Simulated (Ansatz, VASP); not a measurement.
# Cu: VASP beside Ansatz

```
Cu
1.0
    -1.35772    1.35772    1.55393
     1.35772   -1.35772    1.55393
     1.35772    1.35772   -1.55393
Cu
1
Direct
  0.00000 0.00000 0.00000
```

Alike in both runs: task single point; functional PBEsol; k mesh 26 × 26 × 26; occupations gaussian, width 0.15 eV; no spin polarisation.

|  | VASP | Ansatz |
| --- | --- | --- |
| version | VASP 6.6.1 | Ansatz 0.2.0 |
| potentials or method | VASP PAW PBE potentials, release 64 (Cu) | scalar-relativistic, plane waves, PAW |
| plane-wave cutoff (eV) | 520 | 420 |
| valence electrons in the cell | 11 | 19 |

|  | VASP | Ansatz | Ansatz less VASP |
| --- | --- | --- | --- |
| gap on the k mesh at the Fermi level (eV) | none | none | - |
| pressure (GPa) | -0.7 | -1.5 | -0.73 |
| largest component of the traceless stress (GPa) | 2.01 | 2.04 | +0.027 |

A gap of «none» marks a metal or a gap that the smearing closes. With one functional, cell and mesh, what is left measures potentials, basis and numerics. The two sets of potentials don't hold the same shells in valence.

Caveats: the PAW data sets were made with another functional, which shifts forces and pressure a little (VASP).
